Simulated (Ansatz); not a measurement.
# Rhodium, fcc under PBE: convergence with the plane-wave cutoff

Aim: find which plane-wave cutoff is enough for energy and pressure. The geometry was relaxed under PBE beforehand and stays fixed; 9 values are run, from 150 to 800 eV. Wanted are the values from which on the energy stays within 10 and 1 meV/atom, and the pressure within 0.5 GPa, of the last run. Within the series other settings stay, but some runs also write fields, which adds to their time. Spin polarisation is left out.

Method: DFT PBE, plane waves with PAW, scalar-relativistic, in Ansatz 0.2.0.

### 1 The system as given

It takes space group Fm-3m (No. 225, cubic). The conventional cell has a = 3.832 Å, b = 3.832 Å, c = 3.832 Å, α = 90.00°, β = 90.00°, γ = 90.00°. Around Rh (site symmetry m-3m) lie 12 Rh at 2.71 Å.

Coordinates:

```
CELL_PARAMETERS angstrom
0.00000 1.91606 1.91606
1.91606 0.00000 1.91606
1.91606 1.91606 0.00000
ATOMIC_POSITIONS crystal
Rh 0.00000 0.00000 0.00000
```

### 2 The usual settings first

File input.yaml:

```yaml
crystal:
  lattice:
    - [0.0, 1.9160595532, 1.9160595532]
    - [1.9160595532, 0.0, 1.9160595532]
    - [1.9160595532, 1.9160595532, 0.0]
  atoms:
    - { symbol: Rh, position: [0.0, 0.0, 0.0] }
hamiltonian:
  xc: pbe
  pseudopotentials:
    kind: paw
    azcp:
      Rh: "pseudopotentials/Rh.paw.azcp"
basis:
  ecutwfc: 420
  fft_grid_basis: typed
kpoints:
  mp_grid: { grid: [23, 23, 23], shift: [0, 0, 0] }
magnetization:
  spin_polarized: false
scf:
  occupations: { method: fermi_dirac, width: 0.1 }
  lower_state_search: "off"
output:
  stress: true
  write_density: true
  write_potential: true
  elf: true
  volumetric_format: npy
```

On the command line:

```bash
ansatz run input.yaml --threads 1 --pin off --max-ram 3584MiB --backend cpu --events-out ev --progress --plain --runs-dir out
```

Standard output, cut to the lines that bear on the results:

```text
[...]
Pseudopotentials: kind: paw
Pseudopotential: Rh, paw, valence charge 17, recommended cutoff 420 eV (normal), <dir>
Functional definition: PBE
[...]
Crystal: 1 atoms, lattice volume = 14.069 Å³
Basis set: ecut = 420 eV, 283 PW (Γ)
Bands: 13, of which v1, the nominal top of the filled ones, is band 9 counted from 1 (8 counted from 0)
Symmetry: 48 space group operations
Space group: Fm-3m (ITA 225), of the structure as read, at distance tolerance 2.4e-5 Å
k-points: 364 of 12167
[...]
SCF iter   1: F=—  HF=-6402.911270 eV  |F-HF|=—  |Δ(HF+E_count)|=         —  Δρ=2.85e-3  dr2=3.86e-4  ethr=1.77e-3  ⟨swp⟩=4.9  Hψ=26125  notcnv=0
[...]
SCF iter   6: F=-6402.911348 eV  HF=-6402.911348 eV  |F-HF|=1.26e-9  |Δ(HF+E_count)|=   1.02e-7  Δρ=7.92e-6  dr2=1.65e-9  ethr=5.88e-10  ⟨swp⟩=7.9  Hψ=29396  notcnv=0
[...]
SCF converged after 6 iterations
Free energy (F): -6402.911348 eV
[...]
E sigma→0 (E₀):  -6402.888180 eV
Entropy (-TS):   -0.046335 eV (-46.335 meV/atom)
Fermi energy:    21.732889 eV
[...]
--- Stress (GPa, compression-positive) ---
       -0.022210       0.000000       0.000000
        0.000000      -0.022210       0.000000
       -0.000000      -0.000000      -0.022210
  P = ⅓ Tr σ = -0.0222 GPa (-0.222 kbar)
--- Band table (eV; the first three rows and the last of 364) ---
  k-point 0: bands = ["-57.0673", "-24.5645", "-24.5645", "-24.5645", "13.9437", "18.7692", "18.7692", "18.7692", "20.7805", "20.7805", "37.5619", "42.7746", "42.7746"]
[...]
```

Wall time 7.2 s (1 thread of Intel Xeon Platinum 8259CL at 2.50GHz (Skylake/Cascade Lake), shared host); peak memory 0.53 GiB.

### 3 With a cutoff of 150 eV

The run at 150 eV.

Edit input.yaml of step 2 so:

```diff
@@ -14,6 +14,6 @@
 basis:
-  ecutwfc: 420
+  ecutwfc: 150
   fft_grid_basis: typed
 kpoints:
-  mp_grid: { grid: [23, 23, 23], shift: [0, 0, 0] }
+  mp_grid: { grid: [14, 14, 14], shift: [0, 0, 0] }
 magnetization:
```

On the command line:

```bash
ansatz run input.yaml --threads 1 --pin off --max-ram 3584MiB --backend cpu --events-out ev --progress --plain --runs-dir out
```

Standard output, cut to the lines that bear on the results:

```text
Warning: basis.ecutwfc = 150 eV is below the records' recommended 420 eV, and the density's cutoff is lower with it unless basis.ecutrho_ratio is high enough to keep the records' density cutoff: compare with a run at a higher cutoff
[...]
[... 3 set-up lines as earlier in the session ...]
[...]
Crystal: 1 atoms, lattice volume = 14.069 Å³
Basis set: ecut = 150 eV, 59 PW (Γ)
Bands: 13, of which v1, the nominal top of the filled ones, is band 9 counted from 1 (8 counted from 0)
[... 2 set-up lines as earlier in the session ...]
k-points: 104 of 2744
[...]
SCF iter   1: F=—  HF=-6362.494955 eV  |F-HF|=—  |Δ(HF+E_count)|=         —  Δρ=5.24e-1  dr2=2.43e1  ethr=1.77e-3  ⟨swp⟩=4.3  Hψ=6431  notcnv=0
[...]
SCF iter   7: F=-6351.338644 eV  HF=-6351.338644 eV  |F-HF|=2.73e-12  |Δ(HF+E_count)|=   1.34e-9  Δρ=3.66e-7  dr2=1.63e-11  ethr=2.18e-11  ⟨swp⟩=3.6  Hψ=5321  notcnv=0
[...]
SCF converged after 7 iterations
Free energy (F): -6351.338644 eV
[...]
E sigma→0 (E₀):  -6351.319381 eV
Entropy (-TS):   -0.038526 eV (-38.526 meV/atom)
Fermi energy:    22.312460 eV
[...]
--- Stress (GPa, compression-positive) ---
     -188.962998       0.000000      -0.000000
        0.000000    -188.962998       0.000000
        0.000000       0.000000    -188.962998
  P = ⅓ Tr σ = -188.9630 GPa (-1889.630 kbar)
--- Band table (eV; the first three rows and the last of 104) ---
  k-point 0: bands = ["-66.0325", "-30.5632", "-30.5632", "-30.5632", "14.2742", "18.2785", "18.2785", "18.2785", "21.6673", "21.6673", "39.0687", "44.8000", "44.8000"]
[...]
```

Wall time 1.2 s (1 thread of Intel Xeon Platinum 8259CL at 2.50GHz (Skylake/Cascade Lake), shared host); peak memory 0.44 GiB.

### 4 With a cutoff of 200 eV

The run at 200 eV.

Edit input.yaml of step 3 so:

```diff
@@ -14,3 +14,3 @@
 basis:
-  ecutwfc: 150
+  ecutwfc: 200
   fft_grid_basis: typed
@@ -25,5 +25 @@
   stress: true
-  write_density: true
-  write_potential: true
-  elf: true
-  volumetric_format: npy
```

On the command line:

```bash
ansatz run input.yaml --threads 1 --pin off --max-ram 3584MiB --backend cpu --events-out ev --progress --plain --runs-dir out
```

Standard output, cut to the lines that bear on the results:

```text
Warning: basis.ecutwfc = 200 eV is below the records' recommended 420 eV, and the density's cutoff is lower with it unless basis.ecutrho_ratio is high enough to keep the records' density cutoff: compare with a run at a higher cutoff
[...]
[... 3 set-up lines as earlier in the session ...]
[...]
Crystal: 1 atoms, lattice volume = 14.069 Å³
Basis set: ecut = 200 eV, 89 PW (Γ)
Bands: 13, of which v1, the nominal top of the filled ones, is band 9 counted from 1 (8 counted from 0)
[... 2 set-up lines as earlier in the session ...]
k-points: 104 of 2744
[...]
SCF iter   1: F=—  HF=-6392.990599 eV  |F-HF|=—  |Δ(HF+E_count)|=         —  Δρ=1.86e-1  dr2=2.46e0  ethr=1.77e-3  ⟨swp⟩=4.8  Hψ=6508  notcnv=0
[...]
SCF iter   7: F=-6392.045318 eV  HF=-6392.045318 eV  |F-HF|=2.73e-12  |Δ(HF+E_count)|=   5.77e-9  Δρ=6.74e-7  dr2=2.20e-11  ethr=2.23e-10  ⟨swp⟩=2.0  Hψ=3862  notcnv=0
[...]
SCF converged after 7 iterations
Free energy (F): -6392.045318 eV
[...]
E sigma→0 (E₀):  -6392.019525 eV
Entropy (-TS):   -0.051587 eV (-51.587 meV/atom)
Fermi energy:    21.591994 eV
[...]
--- Stress (GPa, compression-positive) ---
       -7.818680       0.000000       0.000000
        0.000000      -7.818680       0.000000
       -0.000000       0.000000      -7.818680
  P = ⅓ Tr σ = -7.8187 GPa (-78.187 kbar)
```

Run time: 1 s. Hardware: 1 thread of Intel Xeon Platinum 8259CL at 2.50GHz (Skylake/Cascade Lake), shared host; peak memory 0.44 GiB.

### 5 With a cutoff of 250 eV

The run at 250 eV.

Edit input.yaml of step 4 so:

```diff
@@ -14,3 +14,3 @@
 basis:
-  ecutwfc: 200
+  ecutwfc: 250
   fft_grid_basis: typed
```

On the command line:

```bash
ansatz run input.yaml --threads 1 --pin off --max-ram 3584MiB --backend cpu --events-out ev --progress --plain --runs-dir out
```

Standard output, cut to the lines that bear on the results:

```text
Warning: basis.ecutwfc = 250 eV is below the records' recommended 420 eV, and the density's cutoff is lower with it unless basis.ecutrho_ratio is high enough to keep the records' density cutoff: compare with a run at a higher cutoff
[...]
[... 3 set-up lines as earlier in the session ...]
[...]
Crystal: 1 atoms, lattice volume = 14.069 Å³
Basis set: ecut = 250 eV, 137 PW (Γ)
Bands: 13, of which v1, the nominal top of the filled ones, is band 9 counted from 1 (8 counted from 0)
[... 2 set-up lines as earlier in the session ...]
k-points: 104 of 2744
[...]
SCF iter   1: F=—  HF=-6401.401081 eV  |F-HF|=—  |Δ(HF+E_count)|=         —  Δρ=4.65e-2  dr2=1.14e-1  ethr=1.77e-3  ⟨swp⟩=4.7  Hψ=6605  notcnv=0
[...]
SCF iter   7: F=-6401.364576 eV  HF=-6401.364576 eV  |F-HF|=9.64e-11  |Δ(HF+E_count)|=   9.64e-9  Δρ=3.94e-6  dr2=5.21e-10  ethr=5.88e-10  ⟨swp⟩=3.3  Hψ=3637  notcnv=0
[...]
SCF converged after 7 iterations
Free energy (F): -6401.364576 eV
[...]
E sigma→0 (E₀):  -6401.343611 eV
Entropy (-TS):   -0.041931 eV (-41.931 meV/atom)
Fermi energy:    21.745086 eV
[...]
--- Stress (GPa, compression-positive) ---
       10.580378       0.000000      -0.000000
        0.000000      10.580378      -0.000000
        0.000000      -0.000000      10.580378
  P = ⅓ Tr σ = 10.5804 GPa (105.804 kbar)
```

It took 1 s on 1 thread of Intel Xeon Platinum 8259CL at 2.50GHz (Skylake/Cascade Lake), shared host; peak memory 0.44 GiB.

### 6 With a cutoff of 300 eV

The run at 300 eV.

Edit input.yaml of step 5 so:

```diff
@@ -14,3 +14,3 @@
 basis:
-  ecutwfc: 250
+  ecutwfc: 300
   fft_grid_basis: typed
@@ -25 +25,5 @@
   stress: true
+  write_density: true
+  write_potential: true
+  elf: true
+  volumetric_format: npy
```

On the command line:

```bash
ansatz run input.yaml --threads 1 --pin off --max-ram 3584MiB --backend cpu --events-out ev --progress --plain --runs-dir out
```

Standard output, cut to the lines that bear on the results:

```text
Warning: basis.ecutwfc = 300 eV is below the records' recommended 420 eV, and the density's cutoff is lower with it unless basis.ecutrho_ratio is high enough to keep the records' density cutoff: compare with a run at a higher cutoff
[...]
[... 3 set-up lines as earlier in the session ...]
[...]
Crystal: 1 atoms, lattice volume = 14.069 Å³
Basis set: ecut = 300 eV, 169 PW (Γ)
Bands: 13, of which v1, the nominal top of the filled ones, is band 9 counted from 1 (8 counted from 0)
[... 2 set-up lines as earlier in the session ...]
k-points: 104 of 2744
[...]
SCF iter   1: F=—  HF=-6402.756767 eV  |F-HF|=—  |Δ(HF+E_count)|=         —  Δρ=9.57e-3  dr2=3.11e-3  ethr=1.77e-3  ⟨swp⟩=4.8  Hψ=7167  notcnv=0
[...]
SCF iter   6: F=-6402.757262 eV  HF=-6402.757262 eV  |F-HF|=5.46e-11  |Δ(HF+E_count)|=   3.05e-9  Δρ=2.63e-6  dr2=4.04e-10  ethr=1.02e-10  ⟨swp⟩=5.0  Hψ=6323  notcnv=0
[...]
SCF converged after 6 iterations
Free energy (F): -6402.757262 eV
[...]
E sigma→0 (E₀):  -6402.735010 eV
Entropy (-TS):   -0.044504 eV (-44.504 meV/atom)
Fermi energy:    21.734398 eV
[...]
--- Stress (GPa, compression-positive) ---
        0.189813      -0.000000       0.000000
       -0.000000       0.189813      -0.000000
        0.000000       0.000000       0.189813
  P = ⅓ Tr σ = 0.1898 GPa (1.898 kbar)
--- Band table (eV; the first three rows and the last of 104) ---
  k-point 0: bands = ["-57.1351", "-24.6117", "-24.6117", "-24.6117", "13.9471", "18.7609", "18.7609", "18.7609", "20.7668", "20.7668", "37.5773", "42.8031", "42.8031"]
[...]
```

Run time: 2 s. Hardware: 1 thread of Intel Xeon Platinum 8259CL at 2.50GHz (Skylake/Cascade Lake), shared host; peak memory 0.46 GiB.

### 7 With a cutoff of 350 eV

The run at 350 eV.

Edit input.yaml of step 6 so:

```diff
@@ -14,3 +14,3 @@
 basis:
-  ecutwfc: 300
+  ecutwfc: 350
   fft_grid_basis: typed
@@ -25,5 +25 @@
   stress: true
-  write_density: true
-  write_potential: true
-  elf: true
-  volumetric_format: npy
```

On the command line:

```bash
ansatz run input.yaml --threads 1 --pin off --max-ram 3584MiB --backend cpu --events-out ev --progress --plain --runs-dir out
```

Standard output, cut to the lines that bear on the results:

```text
Warning: basis.ecutwfc = 350 eV is below the records' recommended 420 eV, and the density's cutoff is lower with it unless basis.ecutrho_ratio is high enough to keep the records' density cutoff: compare with a run at a higher cutoff
[...]
[... 3 set-up lines as earlier in the session ...]
[...]
Crystal: 1 atoms, lattice volume = 14.069 Å³
Basis set: ecut = 350 eV, 181 PW (Γ)
Bands: 13, of which v1, the nominal top of the filled ones, is band 9 counted from 1 (8 counted from 0)
[... 2 set-up lines as earlier in the session ...]
k-points: 104 of 2744
[...]
SCF iter   1: F=—  HF=-6402.899888 eV  |F-HF|=—  |Δ(HF+E_count)|=         —  Δρ=3.22e-3  dr2=5.89e-4  ethr=1.77e-3  ⟨swp⟩=4.8  Hψ=7265  notcnv=0
[...]
SCF iter   6: F=-6402.900066 eV  HF=-6402.900066 eV  |F-HF|=5.37e-11  |Δ(HF+E_count)|=   7.74e-9  Δρ=1.76e-6  dr2=1.32e-10  ethr=3.63e-11  ⟨swp⟩=1.5  Hψ=4051  notcnv=0
[...]
SCF converged after 6 iterations
Free energy (F): -6402.900066 eV
[...]
E sigma→0 (E₀):  -6402.877588 eV
Entropy (-TS):   -0.044956 eV (-44.956 meV/atom)
Fermi energy:    21.737398 eV
[...]
--- Stress (GPa, compression-positive) ---
       -0.083282       0.000000      -0.000000
       -0.000000      -0.083282       0.000000
        0.000000      -0.000000      -0.083282
  P = ⅓ Tr σ = -0.0833 GPa (-0.833 kbar)
```

It took 1.3 s on 1 thread of Intel Xeon Platinum 8259CL at 2.50GHz (Skylake/Cascade Lake), shared host; peak memory 0.46 GiB.

### 8 With a cutoff of 420 eV

The run at 420 eV.

Edit input.yaml of step 7 so:

```diff
@@ -14,3 +14,3 @@
 basis:
-  ecutwfc: 350
+  ecutwfc: 420
   fft_grid_basis: typed
```

On the command line:

```bash
ansatz run input.yaml --threads 1 --pin off --max-ram 3584MiB --backend cpu --events-out ev --progress --plain --runs-dir out
```

Standard output, cut to the lines that bear on the results:

```text
[...]
[... 3 set-up lines as earlier in the session ...]
[...]
Crystal: 1 atoms, lattice volume = 14.069 Å³
Basis set: ecut = 420 eV, 283 PW (Γ)
Bands: 13, of which v1, the nominal top of the filled ones, is band 9 counted from 1 (8 counted from 0)
[... 2 set-up lines as earlier in the session ...]
k-points: 104 of 2744
[...]
SCF iter   1: F=—  HF=-6402.910600 eV  |F-HF|=—  |Δ(HF+E_count)|=         —  Δρ=3.16e-3  dr2=6.33e-4  ethr=1.77e-3  ⟨swp⟩=4.9  Hψ=7489  notcnv=0
[...]
SCF iter   6: F=-6402.910611 eV  HF=-6402.910611 eV  |F-HF|=2.27e-11  |Δ(HF+E_count)|=   1.67e-8  Δρ=8.93e-7  dr2=2.79e-11  ethr=1.30e-10  ⟨swp⟩=2.1  Hψ=4388  notcnv=0
[...]
SCF converged after 6 iterations
Free energy (F): -6402.910611 eV
[...]
E sigma→0 (E₀):  -6402.888143 eV
Entropy (-TS):   -0.044935 eV (-44.935 meV/atom)
Fermi energy:    21.738193 eV
[...]
--- Stress (GPa, compression-positive) ---
       -0.000017      -0.000000      -0.000000
        0.000000      -0.000017       0.000000
       -0.000000      -0.000000      -0.000017
  P = ⅓ Tr σ = -0.0000 GPa (-0.000 kbar)
```

It took 2.1 s on 1 thread of Intel Xeon Platinum 8259CL at 2.50GHz (Skylake/Cascade Lake), shared host; peak memory 0.47 GiB.

### 9 With a cutoff of 500 eV

The run at 500 eV.

Edit input.yaml of step 8 so:

```diff
@@ -14,3 +14,3 @@
 basis:
-  ecutwfc: 420
+  ecutwfc: 500
   fft_grid_basis: typed
```

On the command line:

```bash
ansatz run input.yaml --threads 1 --pin off --max-ram 3584MiB --backend cpu --events-out ev --progress --plain --runs-dir out
```

Standard output, cut to the lines that bear on the results:

```text
[...]
[... 3 set-up lines as earlier in the session ...]
[...]
Crystal: 1 atoms, lattice volume = 14.069 Å³
Basis set: ecut = 500 eV, 339 PW (Γ)
Bands: 13, of which v1, the nominal top of the filled ones, is band 9 counted from 1 (8 counted from 0)
[... 2 set-up lines as earlier in the session ...]
k-points: 104 of 2744
[...]
SCF iter   1: F=—  HF=-6402.912477 eV  |F-HF|=—  |Δ(HF+E_count)|=         —  Δρ=3.27e-3  dr2=6.24e-4  ethr=1.77e-3  ⟨swp⟩=4.9  Hψ=7504  notcnv=0
[...]
SCF iter   6: F=-6402.912663 eV  HF=-6402.912663 eV  |F-HF|=8.73e-11  |Δ(HF+E_count)|=   2.93e-8  Δρ=1.77e-6  dr2=8.70e-11  ethr=2.28e-10  ⟨swp⟩=2.0  Hψ=4500  notcnv=0
[...]
SCF converged after 6 iterations
Free energy (F): -6402.912663 eV
[...]
E sigma→0 (E₀):  -6402.890196 eV
Entropy (-TS):   -0.044936 eV (-44.936 meV/atom)
Fermi energy:    21.737433 eV
[...]
--- Stress (GPa, compression-positive) ---
       -0.027578       0.000000      -0.000000
        0.000000      -0.027578       0.000000
       -0.000000       0.000000      -0.027578
  P = ⅓ Tr σ = -0.0276 GPa (-0.276 kbar)
```

Wall time 2.3 s (1 thread of Intel Xeon Platinum 8259CL at 2.50GHz (Skylake/Cascade Lake), shared host); peak memory 0.47 GiB.

### 10 With a cutoff of 600 eV

The run at 600 eV.

Edit input.yaml of step 9 so:

```diff
@@ -14,3 +14,3 @@
 basis:
-  ecutwfc: 500
+  ecutwfc: 600
   fft_grid_basis: typed
```

On the command line:

```bash
ansatz run input.yaml --threads 1 --pin off --max-ram 3584MiB --backend cpu --events-out ev --progress --plain --runs-dir out
```

Standard output, cut to the lines that bear on the results:

```text
[...]
[... 3 set-up lines as earlier in the session ...]
[...]
Crystal: 1 atoms, lattice volume = 14.069 Å³
Basis set: ecut = 600 eV, 459 PW (Γ)
Bands: 13, of which v1, the nominal top of the filled ones, is band 9 counted from 1 (8 counted from 0)
[... 2 set-up lines as earlier in the session ...]
k-points: 104 of 2744
[...]
SCF iter   1: F=—  HF=-6402.912954 eV  |F-HF|=—  |Δ(HF+E_count)|=         —  Δρ=3.39e-3  dr2=6.42e-4  ethr=1.77e-3  ⟨swp⟩=5.0  Hψ=7682  notcnv=0
[...]
SCF iter   6: F=-6402.913006 eV  HF=-6402.913006 eV  |F-HF|=9.82e-11  |Δ(HF+E_count)|=   3.13e-8  Δρ=1.95e-6  dr2=1.13e-10  ethr=3.08e-10  ⟨swp⟩=2.2  Hψ=4508  notcnv=0
[...]
SCF converged after 6 iterations
Free energy (F): -6402.913006 eV
[...]
E sigma→0 (E₀):  -6402.890540 eV
Entropy (-TS):   -0.044933 eV (-44.933 meV/atom)
Fermi energy:    21.737278 eV
[...]
--- Stress (GPa, compression-positive) ---
       -0.028629       0.000000      -0.000000
        0.000000      -0.028629       0.000000
        0.000000       0.000000      -0.028629
  P = ⅓ Tr σ = -0.0286 GPa (-0.286 kbar)
```

Wall time 2.7 s (1 thread of Intel Xeon Platinum 8259CL at 2.50GHz (Skylake/Cascade Lake), shared host); peak memory 0.47 GiB.

### 11 With a cutoff of 800 eV

The run at 800 eV.

Edit input.yaml of step 10 so:

```diff
@@ -14,3 +14,3 @@
 basis:
-  ecutwfc: 600
+  ecutwfc: 800
   fft_grid_basis: typed
@@ -25 +25,5 @@
   stress: true
+  write_density: true
+  write_potential: true
+  elf: true
+  volumetric_format: npy
```

On the command line:

```bash
ansatz run input.yaml --threads 1 --pin off --max-ram 3584MiB --backend cpu --events-out ev --progress --plain --runs-dir out
```

Standard output, cut to the lines that bear on the results:

```text
[...]
[... 3 set-up lines as earlier in the session ...]
[...]
Crystal: 1 atoms, lattice volume = 14.069 Å³
Basis set: ecut = 800 eV, 725 PW (Γ)
Bands: 13, of which v1, the nominal top of the filled ones, is band 9 counted from 1 (8 counted from 0)
[... 2 set-up lines as earlier in the session ...]
k-points: 104 of 2744
[...]
SCF iter   1: F=—  HF=-6402.913043 eV  |F-HF|=—  |Δ(HF+E_count)|=         —  Δρ=3.37e-3  dr2=6.18e-4  ethr=1.77e-3  ⟨swp⟩=5.0  Hψ=7673  notcnv=0
[...]
SCF iter   6: F=-6402.913136 eV  HF=-6402.913136 eV  |F-HF|=1.29e-10  |Δ(HF+E_count)|=   3.72e-8  Δρ=3.34e-6  dr2=3.71e-10  ethr=3.86e-10  ⟨swp⟩=5.6  Hψ=7648  notcnv=0
[...]
SCF converged after 6 iterations
Free energy (F): -6402.913136 eV
[...]
E sigma→0 (E₀):  -6402.890671 eV
Entropy (-TS):   -0.044931 eV (-44.931 meV/atom)
Fermi energy:    21.737264 eV
[...]
--- Stress (GPa, compression-positive) ---
       -0.030956       0.000000       0.000000
        0.000000      -0.030956      -0.000000
       -0.000000      -0.000000      -0.030956
  P = ⅓ Tr σ = -0.0310 GPa (-0.310 kbar)
--- Band table (eV; the first three rows and the last of 104) ---
  k-point 0: bands = ["-57.0625", "-24.5580", "-24.5580", "-24.5580", "13.9433", "18.7743", "18.7743", "18.7743", "20.7853", "20.7853", "37.5614", "42.7734", "42.7734"]
[...]
```

It took 3.6 s on 1 thread of Intel Xeon Platinum 8259CL at 2.50GHz (Skylake/Cascade Lake), shared host; peak memory 0.53 GiB.

### 12 Convergence table

Differences are taken from the run at 800 eV.

| cutoff (eV) | plane waves at Γ | E(σ → 0) (meV/atom) | P (GPa) | SCF cycles | CPU time |
| --- | --- | --- | --- | --- | --- |
| 150 | 59 | 51571.29 | -188.96 | 7 | 1.2 s |
| 200 | 89 | 10871.15 | -7.82 | 7 | 1 s |
| 250 | 137 | 1547.06 | 10.58 | 7 | 1 s |
| 300 | 169 | 155.66 | 0.19 | 6 | 2 s |
| 350 | 181 | 13.08 | -0.08 | 6 | 1.3 s |
| 420 | 283 | 2.53 | 0.00 | 6 | 2.1 s |
| 500 | 339 | 0.48 | -0.03 | 6 | 2.3 s |
| 600 | 459 | 0.13 | -0.03 | 6 | 2.7 s |
| 800 | 725 | 0.00 | -0.03 | 6 | 3.6 s |

### 13 Summary of results

```
                                                                      quantity                                 value
                                   E(σ → 0) stays within 10 meV/atom of 800 eV                        from 420 eV on
                                              E(σ → 0) stays within 1 meV/atom                        from 500 eV on
                                                 pressure stays within 0.5 GPa                        from 300 eV on
                                                            pressure at 800 eV                             -0.03 GPa
                                               CPU time, dearest over cheapest                                   3.6
run at the usual settings (mesh 23×23×23 against the series' 14×14×14, 420 eV)  +2.5 meV/atom from 800 eV, -0.02 GPa
```

What this shows: The far end, 150 eV, lies +51571 meV/atom and -188.9 GPa from the yardstick. Each step up in cutoff lowers the energy. Total energies within 1 meV/atom need 500 eV; differences between like structures often settle sooner.
